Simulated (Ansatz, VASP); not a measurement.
Given: the input of a run of VASP 6.6.1 on Mo.

The input INCAR:

```
PREC     = Accurate       # precision mode
ENCUT    = 520            # plane-wave cutoff, eV
EDIFF    = 1E-6           # SCF threshold, eV
ISMEAR   = 0              # smearing method
SIGMA    = 0.020999999999999998 # smearing width, eV
LREAL    = F              # projectors in reciprocal space
LASPH    = T              # aspherical terms in the spheres
NELM     = 60             # most SCF steps
ALGO     = Normal         # electronic algorithm
ISIF     = 2              # what is computed and relaxed
LWAVE    = F              # write WAVECAR
LCHARG   = T              # write CHGCAR
GGA      = PE             # functional
LELF     = T              # ELF
LVHAR    = T            
NBANDS   = 13             # bands
```

Contents of KPOINTS:

```
regular mesh
0
Gamma
  12 12 12
```

Contents of POSCAR:

```
Mo
1.0
   -1.5838089719      1.5838089719      1.5838089719
    1.5838089719     -1.5838089719      1.5838089719
    1.5838089719      1.5838089719     -1.5838089719
Mo
1
Direct
    0.0000000000      0.0000000000      0.0000000000
```

Potentials or basis: VASP PAW PBE potentials, release 64 (Mo_sv).

The run is started by

```sh
$ cat potpaw_PBE.64/Mo_sv/POTCAR > POTCAR
$ mpirun -np 1 vasp_std > vasp.out
```

Question: Translate it to Ansatz 0.2.0. Potentials there: all-electron LAPW, scalar-relativistic.

Answer: As run (the cutoff follows the program's own potentials):

Contents of input.yaml:

```yaml
crystal:
  lattice:
    - [-1.5838089719, 1.5838089719, 1.5838089719]
    - [1.5838089719, -1.5838089719, 1.5838089719]
    - [1.5838089719, 1.5838089719, -1.5838089719]
  atoms:
    - { symbol: Mo, position: [0.0, 0.0, 0.0] }
kpoints:
  mp_grid: { grid: [12, 12, 12] }
scf:
  occupations: { method: gaussian, width: 0.021 }
hamiltonian:
  xc: pbe
  pseudopotentials: { kind: all_electron, lapw: { basis_error: 0.001 } }
output:
  forces: true
  stress: true
  eigenvalues: true
```

Potentials or basis: all-electron LAPW, scalar-relativistic.

Run with:

```sh
$ ansatz run input.yaml --threads 1 --pin off --max-ram 3072MiB --backend cpu --events-out ev --progress --plain --runs-dir out
```

Both were run:

|  | VASP | Ansatz | Ansatz less VASP |
| --- | --- | --- | --- |
| gap on the k mesh at the Fermi level (eV) | none | none | - |
| pressure (GPa) | -1.4 | -1.9 | -0.52 |

A gap of «none» marks a metal or a gap that the smearing closes. Ansatz ran all-electron here, so the differences hold the error of VASP's frozen core and of both bases.
